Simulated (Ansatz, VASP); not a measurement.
Sn in VASP and in Ansatz

Contents of INCAR:

```
PREC = Accurate
ENCUT = 520
EDIFF = 1E-6
ISMEAR = -1
SIGMA = 0.15
LREAL = F
LASPH = T
NELM = 150
ALGO = Normal
ISIF = 2
LWAVE = F
LCHARG = F
LNONCOLLINEAR = T
MAGMOM = 0 0 0
LORBIT = 11
LSORBIT = T
GGA_COMPAT = F
LORBMOM = T
GGA = PE
NBANDS = 25
```

Contents of KPOINTS:

```
Automatic mesh
0
Gamma
  4 4 4
```

Contents of POSCAR:

```
Sn
1.0
    0.0000000000      2.4101000000      2.4101000000
    2.4101000000      0.0000000000      2.4101000000
    2.4101000000      2.4101000000      0.0000000000
Sn
1
Direct
    0.0000000000      0.0000000000      0.0000000000
```

Input for Ansatz:

```yaml
crystal:
  lattice:
    - [0, 2.4101, 2.4101]
    - [2.4101, 0, 2.4101]
    - [2.4101, 2.4101, 0]
  atoms:
    - { symbol: Sn, position: [0, 0, 0] }
kpoints:
  mp_grid: { grid: [4, 4, 4] }
hamiltonian:
  xc: pbe
  pseudopotentials: { kind: nc_fr }
scf:
  occupations: { method: fermi_dirac, width: 0.15 }
output:
  forces: true
  stress: true
  eigenvalues: true
magnetization:
  noncollinear: true
  spin_orbit: true
```

Alike in both runs: task single point; functional PBE; k mesh 4 × 4 × 4; occupations fermi-dirac, width 0.15 eV; non-collinear spin, spin-orbit coupling.

|  | VASP | Ansatz |
| --- | --- | --- |
| version | VASP 6.6.1 | Ansatz 0.2.0 development build |
| potentials or method | VASP PAW PBE potentials, release 64 (Sn_d) | plane waves, norm-conserving pseudopotentials |
| plane-wave cutoff (eV) | 520 | 980 |
| valence electrons in the cell | 14 | 14 |

```csv
,VASP,Ansatz,Ansatz less VASP
net moment per atom (μB),0.00,0.00,0.000
```

Caveats: the k mesh is coarse (spacing up to 0.56 Å⁻¹), so the values aren't converged.
